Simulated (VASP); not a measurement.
Wanted: the native input for a VASP 6.6.1 run.

```
Task                   : vibrations by finite differences
Functional             : PBE
Dispersion             : D3(BJ)
Potentials or basis    : VASP PAW PBE potentials, release 64 (C)
Cutoff                 : 520 eV
k mesh                 : 9 × 9 × 4
Occupations            : gaussian, width 0.02 eV
Spin                   : no spin polarisation
Further INCAR settings : ALGO = Normal; EDIFF = 1e-08; NBANDS = 16; IBRION = 6; POTIM = 0.015; NSW = 1
```

The structure of C lies in POSCAR:

```
C                                       
1.0
    2.4665599345      0.0000000000      0.0000000000
   -1.2332799672      2.1361035615      0.0000000000
    0.0000000000      0.0000000000      6.6945850863
  C             
     4
Direct
     0.0000000000000000    0.0000000000000000    0.7500000000000000
     0.0000000000000000    0.0000000000000000    0.2500000000000000
     0.3333333300000021    0.6666666699999979    0.7500000000000000
     0.6666666699999979    0.3333333300000021    0.2500000000000000
```

One way to write it, as run:

INCAR

```
SYSTEM = C
PREC = Accurate ; ENCUT = 520
EDIFF = 1E-8 ; ISMEAR = 0
SIGMA = 0.02 ; LREAL = .False.
LASPH = .True. ; NELM = 60
ALGO = Normal ; ISIF = 2
LWAVE = .False. ; LCHARG = .False.
GGA = PE ; IVDW = 12
NBANDS = 16 ; IBRION = 6
NFREE = 2 ; POTIM = 0.015
NSW = 1 ; KPAR = 4
```

KPOINTS

```
regular mesh
0
Gamma
  9 9 4
  0 0 0
```

Potentials or basis: VASP PAW PBE potentials, release 64 (C).

Run with:

```console
$ cat potpaw_PBE.64/C/POTCAR > POTCAR
$ mpirun -np 4 vasp_std > vasp.out
```

Results of the run:

```
Highest phonon frequency at Γ : 1467 cm⁻¹
Most unstable mode            : 79i cm⁻¹
Dispersion energy per atom    : -0.157 eV
```

Caveat: some modes are imaginary.

It took 100 s on 4 MPI ranks on AMD EPYC 7R43 64-Core Processor (Zen 3), on a shared host, peak memory 0.21 GiB a rank.
